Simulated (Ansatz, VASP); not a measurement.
## One calculation of C, two programs

```
CELL_PARAMETERS angstrom
4.25517 0.00000 0.00000
0.00000 4.25517 0.00000
0.00000 0.00000 1.28229
ATOMIC_POSITIONS crystal
C 0.50000 0.50000 0.50000
```

The cell was built by a generator and needn't be a form met in nature.

Alike in both runs: task relaxation of cell and atoms; functional PBE; dispersion D4; k mesh 6 × 6 × 20; occupations fermi-dirac, width 0.05 eV; no spin polarisation.

|  | VASP | Ansatz |
| --- | --- | --- |
| version | VASP 6.6.1 | Ansatz 0.2.0 |
| potentials or method | VASP PAW PBE potentials, release 64 (C) | Ansatz PAW |
| plane-wave cutoff (eV) | 600 | 420 |
| valence electrons in the cell | 4 | 4 |

Ansatz gave:

| Quantity | Value |
| --- | --- |
| gap on the k mesh at the Fermi level, each at its own relaxed structure (eV) | none |
| relaxed volume (Å³/atom) | 13.77 |
| relaxed cell length with the largest relative difference (Å) | 3.277 |
| energy change over the relaxation (meV/atom) | -72 |

**Question.** Which values does VASP return?

**Answer.** gap on the k mesh at the Fermi level, each at its own relaxed structure (eV): none; relaxed volume (Å³/atom): 13.72; relaxed cell length with the largest relative difference (Å): 3.273; energy change over the relaxation (meV/atom): -80.

A gap of «none» marks a metal or a gap that the smearing closes.

Caveats: the volume moved by over 15 % at a fixed basis, so the end points are rough; pairwise dispersion overbinds metals, which lowers pressure and volume; the plane-wave basis is chosen anew once the cell has moved, so the energies of steps on either side of that aren't comparable (Ansatz); the pressure holds a Pulay correction of +0.4 GPa for the finite cutoff (Ansatz).
